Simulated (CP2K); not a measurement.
WC (Qusongite):

```
W C
1.0
     2.90650    0.00000    0.00000
    -1.45325    2.51710    0.00000
     0.00000    0.00000    2.83660
W C
1 1
Direct
  0.00000 0.00000 0.00000
  0.66667 0.33333 0.50000
```

Program: CP2K 2026.2. Alike in all runs: task band structure; potentials or basis POTENTIAL_UZH W GTH-PBE-q14, C GTH-PBE-q4; TZVP-MOLOPT-PBE-GTH basis; no spin polarisation; cell as given; k mesh 10 × 10 × 9; smearing fermi-dirac 0.05 eV.

Question: Order these runs on this cell by their pressure, lowest first.
A. level LDA
B. level PBEsol
C. level HLE17
D. level vdW-DF-cx; cutoff of the non-local correlation (Ry) 300
E. level vdW-DF2; cutoff of the non-local correlation (Ry) 300

Answer: C (-34.4 GPa), A (-6.5 GPa), B (-4.0 GPa), D (-1.9 GPa), E (22.1 GPa).

Caveats: the potentials were made for another functional, which shifts forces and pressure; the basis of atomic orbitals isn't converged, which shifts pressures, moduli and gaps; the potentials were made for a functional far from this one (some runs); the cell as given lies far from equilibrium (some runs).

Runs at the PBE level aren't shown here.
